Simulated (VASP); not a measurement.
# W (Fm-3m) in VASP: further runs

Runs on W. Level: RPBE. Tasks: single point, relaxation of cell and atoms.

Everything below comes from runs of VASP 6.6.1. Logs are shortened: lines on timing, memory, paths and dates and some standing lists are left out, and cuts for length are marked.

### 1 The structure

Symmetry: Fm-3m, No. 225, cubic system. The conventional cell has a = 4.055 Å, b = 4.055 Å, c = 4.055 Å, α = 90.00°, β = 90.00°, γ = 90.00°. W (site symmetry m-3m) has 12 W at 2.87 Å as nearest neighbours.

This isn't the form of W at room conditions, which is bcc.

### 2 Single point, RPBE

INCAR

```
SYSTEM = W
ALGO = Normal
EDIFF = 1E-7
ENCUT = 520
GGA = RP
ISIF = 2
ISMEAR = -1
LASPH = .TRUE.
LCHARG = .TRUE.
LELF = .TRUE.
LREAL = .FALSE.
LVHAR = .TRUE.
LWAVE = .FALSE.
NBANDS = 13
NELM = 100
PREC = Accurate
SIGMA = 0.1
```

KPOINTS

```
k-points
0
G
  22 22 22
  0 0 0
```

POSCAR

```
W
1.0
    0.0000000000      2.0276712735      2.0276712735
    2.0276712735      0.0000000000      2.0276712735
    2.0276712735      2.0276712735      0.0000000000
W
1
Direct
    0.0000000000      0.0000000000      0.0000000000
```

Potentials or basis: VASP PAW PBE potentials, release 64 (W_sv).

The run is started by

```sh
cat potpaw_PBE.64/W_sv/POTCAR > POTCAR
mpirun -np 1 vasp_std > vasp.out
```

OUTCAR:

```text
SYSTEM = W
   EDIFF = 1E-7
   ENCUT = 520
   GGA = RP
   ISIF = 2
   ISMEAR = -1
   LASPH = .TRUE.
   LREAL = .FALSE.
   NELM = 100
   PREC = Accurate

 ion  position               nearest neighbor table
   1  0.000  0.000  0.000-

  LATTYP: Found a face centered cubic cell.
 ALAT       =     4.0553425470

  Lattice vectors:

 A1 = (   0.0000000000,   2.0276712735,   2.0276712735)
 A2 = (   2.0276712735,   0.0000000000,   2.0276712735)
 A3 = (   2.0276712735,   2.0276712735,   0.0000000000)

Analysis of symmetry for initial positions (statically):
=====================================================================
 Subroutine PRICEL returns:
 Original cell was already a primitive cell.

 Routine SETGRP: Setting up the symmetry group for a
 face centered cubic supercell.

 Subroutine GETGRP returns: Found 48 space group operations
 (whereof 48 operations were pure point group operations)
 out of a pool of 48 trial point group operations.

The static configuration has the point symmetry O_h .

Analysis of symmetry for dynamics (positions and initial velocities):
=====================================================================
 Subroutine PRICEL returns:
 Original cell was already a primitive cell.

 Routine SETGRP: Setting up the symmetry group for a
 face centered cubic supercell.

 Subroutine GETGRP returns: Found 48 space group operations
 (whereof 48 operations were pure point group operations)
 out of a pool of 48 trial point group operations.

The dynamic configuration has the point symmetry O_h .

 Subroutine INISYM returns: Found 48 space group operations
 (whereof 48 operations are pure point group operations),
 and found     1 'primitive' translations

----------------------------------------------------------------------------------------

                                     Primitive cell

  volume of cell :      16.6733

  direct lattice vectors                    reciprocal lattice vectors
     0.000000000  2.027671274  2.027671274    -0.246588294  0.246588294  0.246588294
     2.027671274  0.000000000  2.027671274     0.246588294 -0.246588294  0.246588294
     2.027671274  2.027671274  0.000000000     0.246588294  0.246588294 -0.246588294

  length of vectors
     2.867560215  2.867560215  2.867560215     0.427103454  0.427103454  0.427103454

  position of ions in fractional coordinates (direct lattice)
     0.000000000  0.000000000  0.000000000

  ion indices of the primitive-cell ions
   primitive index   ion index
                 1           1

----------------------------------------------------------------------------------------

 KPOINTS: k-points

Automatic generation of k-mesh.
 Grid dimensions read from file:
 generate k-points for:   22   22   22

 Generating k-lattice:

  Cartesian coordinates                     Fractional coordinates (reciprocal lattice)
    -0.011208559  0.011208559  0.011208559     0.045454545  0.000000000  0.000000000
     0.011208559 -0.011208559  0.011208559     0.000000000  0.045454545  0.000000000
     0.011208559  0.011208559 -0.011208559     0.000000000  0.000000000  0.045454545

  Length of vectors
     0.019413793  0.019413793  0.019413793

  Shift w.r.t. Gamma in fractional coordinates (k-lattice)
     0.000000000  0.000000000  0.000000000

 Subroutine IBZKPT returns following result:
 ===========================================

 Found    328 irreducible k-points:

 Following reciprocal coordinates:
            Coordinates               Weight
  0.000000  0.000000  0.000000      1.000000
  0.045455  0.000000  0.000000      8.000000
  0.090909  0.000000  0.000000      8.000000
  0.136364  0.000000  0.000000      8.000000
  0.181818  0.000000  0.000000      8.000000
  0.227273  0.000000  0.000000      8.000000
[... 16 lines left out ...]
  0.500000  0.045455  0.000000     24.000000
 -0.454545  0.045455  0.000000     24.000000
 [... further k-points ...]
   k-points           NKPTS =    328   k-points in BZ     NKDIM =    328   number of bands    NBANDS=     13
   number of dos      NEDOS =    301   number of ions     NIONS =      1
   total plane-waves  NPLWV =  13824
   dimension x,y,z NGX =    24 NGY =   24 NGZ =   24
   dimension x,y,z NGXF=    48 NGYF=   48 NGZF=   48
   ions per type =               1
   NGX,Y,Z   is equivalent  to a cutoff of  13.91, 13.91, 13.91 a.u.
   NGXF,Y,Z  is equivalent  to a cutoff of  27.83, 27.83, 27.83 a.u.
 SYSTEM =  W
   PREC   = accura    normal or accurate (medium, high low for compatibility)
   ISTART =      0    job   : 0-new  1-cont  2-samecut
   ICHARG =      2    charge: 1-file 2-atom 10-const
   ISPIN  =      1    spin polarized calculation?
   LNONCOLLINEAR =      F non collinear calculations
   LSORBIT =      F    spin-orbit coupling
   LASPH  =      T    aspherical Exc in radial PAW
   ENCUT  =  520.0 eV  38.22 Ry    6.18 a.u.   5.33  5.33  5.33*2*pi/ulx,y,z
   NELM   =    100;   NELMIN=  2; NELMDL= -5     # of ELM steps
   EDIFF  = 0.1E-06   stopping-criterion for ELM
   LREAL  =      F    real-space projection
   EDIFFG = 0.1E-05   stopping-criterion for IOM
   NSW    =      0    number of steps for IOM
   IBRION =     -1    ionic relax: 0-MD 1-quasi-New 2-CG
   NFREE  =      0    steps in history (QN), initial steepest desc. (CG)
   ISIF   =      2    stress and relaxation
   ISYM   =      2    0-nonsym 1-usesym 2-fastsym
   POTIM  = 0.5000    time-step for ionic-motion
   TEBEG  =    0.0;   TEEND  =   0.0 temperature during run
   PSTRESS=    0.0 pullay stress
   NELECT =      14.0000    total number of electrons
   NUPDOWN=      -1.0000    fix difference up-down
   EMIN   =  10.00;   EMAX   =-10.00  energy-range for DOS
   EFERMI =   0.00;   METHOD = LEGACY
   ISMEAR =    -1;   SIGMA  =   0.10  broadening in eV -4-tet -1-fermi 0-gaus
   EFERMI_NEDOS =   21; number of points for ismear=-14 and -15
   IALGO  =     38    algorithm
   IMIX   =      4    mixing-type and parameters
     AMIX     =   0.40;   BMIX     =  1.00
     AMIX_MAG =   1.60;   BMIX_MAG =  1.00
  volume/ion in A,a.u.               =      16.67       112.52
  Fermi-wavevector in a.u.,A,eV,Ry     =   1.544460  2.918606 32.454743  2.385356
  Thomas-Fermi vector in A             =   2.649978
   LORBIT       =      0    0 simple, 1 ext, 2 COOP (PROOUT), +10 PAW based schemes
   GGA     = RP    functional components
   LHFCALC =     F    Hartree Fock is set to
   AEXX    =    0.0000 exact exchange contribution
   IVDW    =     0    specifies the selected vdW correction
   LEPSILON=     F    determine dielectric tensor
   LRPA    =     F    only Hartree local field effects (RPA)
 non-spin polarized calculation
  energy-cutoff  :      520.00
  volume of cell :       16.67
 maximum number of plane-waves:       464
 NGX is ok and might be reduce to    24
   NGX = 11   NGY = 11   NGZ = 11

 number of electron      14.0000002 magnetization

 Free energy of the ion-electron system (eV)
  ---------------------------------------------------
  ext. energy  EPLUGINS =         0.00000000
  ---------------------------------------------------
  free energy    TOTEN  =       -11.94417399 eV

  energy without entropy =      -11.90335163  energy(sigma->0) =      -11.92376281

 E-fermi :  10.3806     XC(G=0): -13.2929

 val. band max:       10.3674965013   @ k =   0.2273   0.0455   0.0000
 cond. band min:      10.3889081044   @ k =  -0.3636   0.4091   0.0455
 fundamental gap:      0.0214116031
 Fermi energy:        10.3805534158

 k-point     1 :       0.0000    0.0000    0.0000
  band No.  band energies     occupation
      1     -63.3721      2.00000
      2     -27.0203      2.00000
      3     -27.0203      2.00000
      4     -27.0203      2.00000
      5       1.4484      2.00000
      6       9.8285      1.99203
      7       9.8285      1.99203
      8       9.8285      1.99203
      9      12.8943      0.00000
     10      12.8943      0.00000
     11      23.0854      0.00000
     12      28.2490      0.00000
     13      28.2490      0.00000

 k-point     2 :       0.0455    0.0000    0.0000
  band No.  band energies     occupation
      1     -63.3701      2.00000
      2     -27.0438      2.00000
      3     -27.0233      2.00000
      4     -27.0233      2.00000
      5       1.5379      2.00000
      6       9.7575      1.99607
      7       9.8709      1.98784
      8       9.8709      1.98784
      9      12.8549      0.00000
     10      12.8549      0.00000
     11      23.2673      0.00000
     12      27.8137      0.00000
     13      28.4168      0.00000

 k-point     3 :       0.0909    0.0000    0.0000
  band No.  band energies     occupation
      1     -63.3643      2.00000
      2     -27.1117      2.00000
      3     -27.0321      2.00000
      4     -27.0321      2.00000
      5       1.8001      2.00000
      6       9.5645      1.99943
      7       9.9876      1.96146
      8       9.9876      1.96146
      9      12.7558      0.00000
     10      12.7558      0.00000
     11      23.7780      0.00000
     12      26.9008      0.00000
     13      28.9086      0.00000
[... 305 lines left out ...]
 k-point    23 :       0.5000    0.0455    0.0000
  band No.  band energies     occupation
      1     -63.2729      2.00000
      2     -28.0928      2.00000
      3     -27.1802      2.00000
      4     -27.1712      2.00000
      5       4.9236      2.00000
      6       9.4913      1.99973
      7       9.6937      1.99792
      8      10.7914      0.03233
      9      15.3086      0.00000
     10      15.4174      0.00000
     11      20.3804      0.00000
     12      22.9334      0.00000
     13      28.8053      0.00000

 k-point    24 :      -0.4545    0.0455    0.0000
  band No.  band energies     occupation
      1     -63.2736      2.00000
      2     -28.0859      2.00000
      3     -27.1833      2.00000
      4     -27.1662      2.00000
      5       4.9206      2.00000
      6       9.5136      1.99966
      7       9.6931      1.99794
      8      10.7228      0.06323
      9      15.1253      0.00000
     10      15.5005      0.00000
     11      20.4601      0.00000
     12      23.0040      0.00000
     13      28.7644      0.00000

 [... further k-points ...]
[... 5 lines left out ...]
  --------------------------------------------------------------------------------------
  -------------------------------------------------------------------------------------
  Total        0.0324966      0.0324966      0.0324966     -0.0000000      0.0000000      0.0000000
  in kB        3.1226639      3.1226639      3.1226639     -0.0000000      0.0000000      0.0000000
  external PRESSURE =       3.1226639 kB  Pullay stress =       0.0000000 kB

 VOLUME and BASIS-vectors are now :
 -----------------------------------------------------------------------------
  energy-cutoff  :      520.00
  volume of cell :       16.67
      direct lattice vectors                 reciprocal lattice vectors
     0.000000000  2.027671274  2.027671274    -0.246588294  0.246588294  0.246588294
     2.027671274  0.000000000  2.027671274     0.246588294 -0.246588294  0.246588294
     2.027671274  2.027671274  0.000000000     0.246588294  0.246588294 -0.246588294

 POSITION                                       TOTAL-FORCE (eV/Angst)
 -----------------------------------------------------------------------------------
      0.00000      0.00000      0.00000         0.000000      0.000000      0.000000
 -----------------------------------------------------------------------------------
    total drift:                               -0.000000      0.000000      0.000000

  FREE ENERGIE OF THE ION-ELECTRON SYSTEM (eV)
  ---------------------------------------------------
  free  energy   TOTEN  =       -11.9441739941 eV

  energy  without entropy=      -11.9033516327  energy(sigma->0) =      -11.92376281
```

Wall time 29 s (1 thread of Intel Xeon Platinum 8488C (Sapphire Rapids), shared host); peak memory 0.19 GiB.

What came out:

```
Free energy            : -11.9442 eV
Pressure               : 0.3 GPa
Band gap on the k mesh : none (metal or under the smearing width)
```

Caveat: the PAW data sets were made with another functional, which shifts forces and pressure a little. The run has no spin-orbit coupling, so splittings on W are missing.

### 3 Single point, RPBE

INCAR

```
SYSTEM = W
ALGO = Fast
EDIFF = 1E-7
ENCUT = 520
GGA = RP
ISIF = 2
ISMEAR = -1
LASPH = .True.
LCHARG = .False.
LREAL = .False.
LWAVE = .False.
NBANDS = 13
NELM = 60
PREC = Accurate
SIGMA = 0.1
```

KPOINTS

```
k-points
0
Gamma
  14 14 14
  0 0 0
```

POSCAR is that of step 2.

Potentials or basis: VASP PAW PBE potentials, release 64 (W_sv).

The run is started by

```sh
cat potpaw_PBE.64/W_sv/POTCAR > POTCAR
mpirun -np 1 vasp_std > vasp.out
```

Wall time 14 s (1 thread of Intel Xeon Platinum 8488C (Sapphire Rapids), shared host); peak memory 0.15 GiB.

It converged, with:

| Item | Value |
| --- | --- |
| Free energy | -11.9450 eV |
| Pressure | 0.4 GPa |
| Band gap on the k mesh | none (metal or under the smearing width) |

Levels at points of the mesh, in eV from the Fermi level:
| k point | band 4 | band 5 | band 6 | band 7 | band 8 | band 9 | band 10 | band 11 |
| --- | --- | --- | --- | --- | --- | --- | --- | --- |
| (0.00, 0.00, 0.00) | -37.39 | -8.92 | -0.54 | -0.54 | -0.54 | 2.53 | 2.53 | 12.72 |
| (0.50, 0.00, 0.00) | -37.53 | -5.52 | -0.75 | -0.75 | 0.55 | 4.93 | 4.93 | 10.06 |
| (0.50, 0.50, 0.00) | -37.78 | -5.38 | -4.43 | 2.93 | 4.91 | 5.64 | 5.64 | 11.59 |

Caveat: the PAW data sets were made with another functional, which shifts forces and pressure a little. Spin-orbit coupling is left out, which matters for the levels of W.

### 4 Relaxation of cell and atoms, RPBE

This run uses another cell than the first one, of 15.85 Å³/atom, 0.950 times its volume.

INCAR

```
SYSTEM = W
  ALGO = Normal
  EDIFF = 1E-6
  EDIFFG = -0.01
  ENCUT = 600
  GGA = RP
  IBRION = 2
  ISIF = 3
  ISMEAR = -1
  LASPH = .True.
  LCHARG = .False.
  LREAL = .False.
  LWAVE = .False.
  NELM = 80
  NSW = 80
  PREC = Accurate
  SIGMA = 0.1
```

KPOINTS is that of step 3.

POSCAR

```
W
1.0
    0.0000000000      1.9936234741      1.9936234741
    1.9936234741      0.0000000000      1.9936234741
    1.9936234741      1.9936234741      0.0000000000
W
1
Direct
    0.0000000000      0.0000000000      0.0000000000
```

Potentials or basis: VASP PAW PBE potentials, release 64 (W_sv).

The run is started by

```sh
cat potpaw_PBE.64/W_sv/POTCAR > POTCAR
mpirun -np 1 vasp_std > vasp.out
```

OUTCAR:

```text
SYSTEM = W
   EDIFF = 1E-6
   EDIFFG = -0.01
   ENCUT = 600
   GGA = RP
   IBRION = 2
   ISIF = 3
   ISMEAR = -1
   LASPH = .True.
   LREAL = .False.
   NELM = 80
   NSW = 80
   PREC = Accurate

 ion  position               nearest neighbor table
   1  0.000  0.000  0.000-

  LATTYP: Found a face centered cubic cell.
 ALAT       =     3.9872469482

  Lattice vectors:

 A1 = (   0.0000000000,   1.9936234741,   1.9936234741)
 A2 = (   1.9936234741,   0.0000000000,   1.9936234741)
 A3 = (   1.9936234741,   1.9936234741,   0.0000000000)

Analysis of symmetry for initial positions (statically):
=====================================================================
 Subroutine PRICEL returns:
 Original cell was already a primitive cell.

 Routine SETGRP: Setting up the symmetry group for a
 face centered cubic supercell.

 Subroutine GETGRP returns: Found 48 space group operations
 (whereof 48 operations were pure point group operations)
 out of a pool of 48 trial point group operations.

The static configuration has the point symmetry O_h .

Analysis of symmetry for dynamics (positions and initial velocities):
=====================================================================
 Subroutine PRICEL returns:
 Original cell was already a primitive cell.

 Routine SETGRP: Setting up the symmetry group for a
[... 161 lines left out ...]
  Total        1.5930848      1.5930848      1.5930848      0.0000000     -0.0000000      0.0000000
  in kB      161.0608804    161.0608804    161.0608804      0.0000000     -0.0000000      0.0000000
  external PRESSURE =     161.0608804 kB  Pullay stress =       0.0000000 kB
[... 22 lines left out ...]
--------------------------------------- Ionic step        2  -------------------------------------------

 number of electron      13.9999999 magnetization

 E-fermi :   8.2200     XC(G=0): -12.3620

 val. band max:        8.2043980078   @ k =   0.5000   0.0714   0.0000
 cond. band min:       8.2366861097   @ k =   0.2143   0.0714   0.0000
 fundamental gap:      0.0322881020
 Fermi energy:         8.2200497429

 k-point     1 :       0.0000    0.0000    0.0000
  band No.  band energies     occupation
      1     -65.9077      2.00000
      2     -29.7044      2.00000
      3     -29.7044      2.00000
      4     -29.7044      2.00000
      5       0.1950      2.00000
      6       7.8131      1.96640
      7       7.8131      1.96640
      8       7.8131      1.96640
      9      10.1973      0.00000
     10      10.1973      0.00000
     11      20.6483      0.00000
[... 391 lines left out ...]
--------------------------------------- Ionic step        4  -------------------------------------------

 number of electron      14.0000002 magnetization

 Free energy of the ion-electron system (eV)
  ---------------------------------------------------
  ext. energy  EPLUGINS =         0.00000000
  ---------------------------------------------------
  free energy    TOTEN  =       -11.94496087 eV

  energy without entropy =      -11.90408513  energy(sigma->0) =      -11.92452300

 E-fermi :  10.3390     XC(G=0): -13.2824

 val. band max:       10.3370278161   @ k =  -0.1429   0.0714   0.0000
 cond. band min:      10.3613912522   @ k =   0.2143   0.1429   0.0714
 fundamental gap:      0.0243634362
 Fermi energy:        10.3390355611

 k-point     1 :       0.0000    0.0000    0.0000
  band No.  band energies     occupation
      1     -63.4065      2.00000
      2     -27.0566      2.00000
      3     -27.0566      2.00000
      4     -27.0566      2.00000
      5       1.4324      2.00000
      6       9.8029      1.99065
      7       9.8029      1.99065
      8       9.8029      1.99065
      9      12.8592      0.00000
     10      12.8592      0.00000
     11      23.0569      0.00000
[... 350 lines left out ...]
  FREE ENERGIE OF THE ION-ELECTRON SYSTEM (eV)
  ---------------------------------------------------
  free  energy   TOTEN  =       -11.9449608692 eV

  energy  without entropy=      -11.9040851259  energy(sigma->0) =      -11.92452300

 reached required accuracy - stopping structural energy minimisation
```

CONTCAR:

```text
W
   1.00000000000000
     0.0000000000000000    2.0290014580430547    2.0290014580430547
     2.0290014580430547   -0.0000000000000000    2.0290014580430547
     2.0290014580430547    2.0290014580430547    0.0000000000000000
  W
     1
Direct
     0.0000000000000000    0.0000000000000000    0.0000000000000000

  0.00000000E+00  0.00000000E+00  0.00000000E+00
```

Run time: 23 s. Hardware: 1 thread of Intel Xeon Platinum 8488C (Sapphire Rapids), shared host; peak memory 0.16 GiB.

What came out:

- Free energy: -11.9450 eV
- Relaxed volume: 16.71 Å³/atom
- Relaxed cell: a = 2.869 Å, b = 2.869 Å, c = 2.869 Å, α = 60.00°, β = 60.00°, γ = 60.00°
- Space group after relaxing (to 0.05 Å): Fm-3m (No. 225)
- Energy gained by relaxing: 41.0 meV/atom
- Ionic steps: 4
- Pressure after relaxing: -0.1 GPa
- Band gap on the k mesh: none (metal or under the smearing width)

Step by step:
| step | energy change (eV) | largest force (eV/Å) | pressure (GPa) | volume (Å³) |
| --- | --- | --- | --- | --- |
| 1 | 0.0000 | 0.0000 | 16.11 | 15.85 |
| 2 | 0.3242 | 0.0000 | -32.65 | 19.79 |
| 3 | -0.0408 | 0.0000 | -1.02 | 16.76 |
| 4 | -0.0410 | 0.0000 | -0.08 | 16.71 |

Final structure:
```yaml
crystal:
  lattice:
    - [0.00000, 2.02900, 2.02900]
    - [2.02900, 0.00000, 2.02900]
    - [2.02900, 2.02900, 0.00000]
  atoms:
    - { symbol: W, position: [0.00000, 0.00000, 0.00000] }
```

Caveat: the PAW data sets were made with another functional, which shifts forces and pressure a little.

(Part 1 of 2 ends here.)
